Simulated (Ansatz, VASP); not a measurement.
Re in VASP and in Ansatz

The input INCAR:

```
SYSTEM = Re
PREC = Accurate
ENCUT = 520
EDIFF = 1E-6
ISMEAR = 0
SIGMA = 0.1
LREAL = .FALSE.
LASPH = .TRUE.
NELM = 60
ALGO = Fast
ISIF = 2
LWAVE = .FALSE.
LCHARG = .FALSE.
GGA = PS
NBANDS = 10
```

The input KPOINTS:

```
regular mesh
0
G
  18 18 18
  0 0 0
```

Contents of POSCAR:

```
Re
1.0
    0.0000000000      1.9404177500      1.9404177500
    1.9404177500      0.0000000000      1.9404177500
    1.9404177500      1.9404177500      0.0000000000
Re
1
Direct
    0.0000000000      0.0000000000      0.0000000000
```

Input for Ansatz:

```yaml
crystal:
  lattice:
    - [0.0, 1.94041775, 1.94041775]
    - [1.94041775, 0.0, 1.94041775]
    - [1.94041775, 1.94041775, 0.0]
  atoms:
    - { symbol: Re, position: [0.0, 0.0, 0.0] }
basis:
  ecutwfc: 420
kpoints:
  mp_grid: { grid: [18, 18, 18] }
hamiltonian:
  xc: pbesol
scf:
  occupations: { method: gaussian, width: 0.1 }
output:
  forces: true
  stress: true
  eigenvalues: true
```

Alike in both runs: task single point; functional PBEsol; k mesh 18 × 18 × 18; occupations gaussian, width 0.1 eV; no spin polarisation.

|  | VASP | Ansatz |
| --- | --- | --- |
| version | VASP 6.6.1 | Ansatz 0.2.0 |
| potentials or method | VASP PAW PBE potentials, release 64 (Re) | scalar-relativistic, plane waves, PAW |
| plane-wave cutoff (eV) | 520 | 420 |
| valence electrons in the cell | 7 | 15 |

Ansatz gave:

```
gap on the k mesh at the Fermi level (eV) : none
pressure (GPa)                            : -0.1
```

What did VASP give for the same quantities?

gap on the k mesh at the Fermi level (eV): none; pressure (GPa): -0.2.

A gap of «none» marks a metal or a gap that the smearing closes. The two sets of potentials don't hold the same shells in valence.

Caveats: the PAW data sets were made with another functional, which shifts forces and pressure a little (VASP). The runs have no spin-orbit coupling, so splittings on Re are missing.
